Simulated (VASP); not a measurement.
Runs of VASP 6.6.1 on NaH. The structure is cubic, space group Fm-3m (No. 225). Conventional cell: a = 4.880 Å, b = 4.880 Å, c = 4.880 Å, α = 90.00°, β = 90.00°, γ = 90.00°. Na (site symmetry m-3m) is surrounded by 6 H at 2.44 Å. H (site symmetry m-3m) is surrounded by 6 Na at 2.44 Å. 

```csv
task,cell,cutoff (eV),smearing,target pressure,gap on the mesh (eV),pressure (GPa)
relaxation of cell and atoms,relaxed,600,gaussian 0.02 eV,-,(a),0.0
single point,"Fm-3m, 12.79 Å³/atom",520,gaussian 0.01 eV,-,3.72,2.0
relaxation of cell and atoms,relaxed to 2 GPa,600,gaussian 0.01 eV,2 GPa,3.72,2.0
single point,"Fm-3m, 13.75 Å³/atom",520,gaussian 0.02 eV,-,3.60,0.0
```

Alike in all rows: level PBEsol; potentials or basis VASP PAW PBE potentials, release 64 (Na_pv, H); no spin polarisation; k mesh 8 × 8 × 8.

**Question.** Fill in the values left out.

**Answer.** (a) 3.61.

Caveats: the PAW data sets were made with another functional, which shifts forces and pressure a little; the cell is relaxed towards a set pressure, so the enthalpy falls and the energy may rise (some runs).

A k mesh can miss the band edges.
